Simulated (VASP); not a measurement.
Write the native input for VASP 6.6.1 that does the following.

```
Task                   : relaxation of cell and atoms
Functional             : PBE
Potentials or basis    : VASP PAW PBE potentials, release 64 (In_d, Sb, As)
Cutoff                 : 520 eV
k mesh                 : 3 × 3 × 2
Occupations            : gaussian, width 0.15 eV
Spin                   : no spin polarisation
Further INCAR settings : PREC = Normal; ALGO = Fast; EDIFF = 0.0001; IBRION = 2; EDIFFG = -0.08; NSW = 24; ISIF = 3
```

The structure of InSb2As3 lies in POSCAR:

```
InSb2As3
1.0
    5.0084931300      0.0000000000      0.0000000000
   -2.5042465600      4.3374822800      0.0000000000
    0.0000000000      0.0000000000      8.0709922900
In Sb As
1 2 3
Direct
    0.0000000000      0.0000000000      0.0000000000
    0.3333333300      0.6666666700      0.2586412700
    0.6666666700      0.3333333300      0.7413587300
    0.0000000000      0.0000000000      0.5000000000
    0.6666666700      0.3333333300      0.3570564700
    0.3333333300      0.6666666700      0.6429435300
```

The cell was built by a generator and needn't be a form met in nature.

One way to write it, as run:

INCAR

```
SYSTEM = InSb2As3
PREC     = Normal         ! precision mode
ENCUT    = 520            ! plane-wave cutoff, eV
EDIFF    = 1E-4           ! SCF threshold, eV
ISMEAR   = 0              ! smearing method
SIGMA    = 0.15           ! smearing width, eV
LREAL    = .False.        ! projectors in reciprocal space
LASPH    = .True.         ! aspherical terms in the spheres
NELM     = 60             ! most SCF steps
ALGO     = Fast           ! electronic algorithm
ISIF     = 3              ! what is computed and relaxed
LWAVE    = .False.        ! write WAVECAR
LCHARG   = .False.        ! write CHGCAR
GGA      = PE             ! functional
IBRION   = 2              ! ionic algorithm
NSW      = 24             ! ionic steps
EDIFFG   = -0.08          ! ionic threshold
KPAR     = 2
```

KPOINTS

```
regular mesh
0
Gamma
  3 3 2
  0 0 0
```

Potentials or basis: VASP PAW PBE potentials, release 64 (In_d, Sb, As).

The run is started by

```console
$ cat potpaw_PBE.64/In_d/POTCAR potpaw_PBE.64/Sb/POTCAR potpaw_PBE.64/As/POTCAR > POTCAR
$ mpirun -np 2 vasp_std > vasp.out
```

It gave:

```
Relaxed volume                         : 23.17 Å³/atom
Relaxed cell                           : a = 4.888 Å, b = 4.888 Å, c = 6.719 Å, α = 90.00°, β = 90.00°, γ = 120.00°
Space group after relaxing (to 0.05 Å) : P-3m1 (No. 164)
Energy gained by relaxing              : 204.5 meV/atom
Ionic steps                            : 18
Pressure after relaxing                : 0.4 GPa
Largest force after relaxing           : 0.029 eV/Å
Band gap on the k mesh                 : none (metal or under the smearing width)
```

Caveat: the k mesh is coarse (spacing up to 0.48 Å⁻¹), so the values aren't converged; the volume moved by over 15 % at a fixed basis, so the end points are rough; the relaxation stopped at a loose force limit of 0.08 eV/Å, so its end isn't a converged minimum.

Wall time 63 s on 2 MPI ranks on Intel(R) Xeon(R) 6975P-C (Granite Rapids) (shared host), peak memory 0.21 GiB a rank.
